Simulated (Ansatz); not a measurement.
Free-standing chains of the atoms of Sr, named by their start (strip: triangular double chain, ladder: square double chain); atoms and period are relaxed, and energies count from relaxed bulk Sr (Fm-3m, 54.70 Å³/atom, gap on the mesh 0.00 eV).

The calculation used DFT PBE, scalar-relativistic, plane waves, PAW in Ansatz.

Settings: cutoff 420 eV, Γ-centred mesh 1×1×17 on the computed 1-atom cell, Gaussian smearing of 0.05 eV; collinear spin from starting moments 0.5 μB.

Start (linear chain):

```
Sr
1.0
     9.00000    0.00000    0.00000
     0.00000    9.30000    0.00000
     0.00000    0.00000    3.83469
Sr
1
Direct
  0.50000 0.50000 0.00000
```

Relax it.

The free energy falls by 172 meV/atom.

- excess energy (eV per host atom): 1.298
- period (Å): 4.517
- gap on the mesh (eV): 0.51
- highest filled level or Fermi level under vacuum (eV): 2.65
- size of the moment (μB per cell): 0.00

Relaxed structure:
```xyz
1
Lattice="9.0000 0.0000 0.0000 0.0000 9.3000 0.0000 0.0000 0.0000 4.5174" Properties=species:S:1:pos:R:3 pbc="T T T"
Sr    4.5000    4.6500    0.0000
```

An odd mesh misses points on the zone edge, so a gap read on it can be too wide.

Each run keeps its start's symmetry and one magnetic start, so lower states can exist.

The run took 32 s on 2 threads of Arm Neoverse V1 (shared host), peak memory 0.5 GiB.